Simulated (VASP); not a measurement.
**C2O2H4: single point with PBE**

Molecule: C2O2H4, in a box.

```
C O H
1.0
    13.00000    0.00000    0.00000
     0.00000   12.00000    0.00000
     0.00000    0.00000   12.00000
C O H
2 2 4
Direct
  0.42609 0.54170 0.46149
  0.51051 0.52517 0.52702
  0.58851 0.59463 0.53162
  0.52259 0.43071 0.58721
  0.42081 0.61747 0.41626
  0.36194 0.48568 0.46589
  0.63945 0.56307 0.57594
  0.46684 0.38338 0.58613
```

The cell isn't the ideal one: atoms moved at random, drawn with an rms of 0.05 Å.

* Program: VASP 6.6.1
* Task: single point
* Functional: PBE
* Potentials or basis: VASP PAW PBE potentials, release 64 (C, O, H)
* Cutoff: 520 eV
* k mesh: 1 × 1 × 1
* Occupations: gaussian, width 0.01 eV
* Spin: no spin polarisation

* Largest force: 3.895 eV/Å
* Gap between the frontier levels: 4.08 eV

Forces in eV/Å, atoms in the order of the input:
```
C    1.221 -0.017  1.090
C   -3.249 -1.003 -1.721
O   -0.400  1.610 -0.981
O    3.446  1.456  1.081
H   -0.198  0.729 -0.547
H   -0.339 -0.334 -0.086
H    1.975 -0.907  1.476
H   -2.457 -1.533 -0.313
```

Levels at points of the mesh, in eV from the valence-band top:
```tsv
k point	band 8	band 9	band 10	band 11	band 12	band 13	band 14	band 15	band 16	band 17
(0.00, 0.00, 0.00)	-5.21	-4.88	-3.97	-3.32	0.00	4.08	4.88	4.93	5.17	5.57
```

Wall time 2.2 min on 1 thread of Intel(R) Xeon(R) 6975P-C (Granite Rapids) (shared host), peak memory 1.4 GiB.
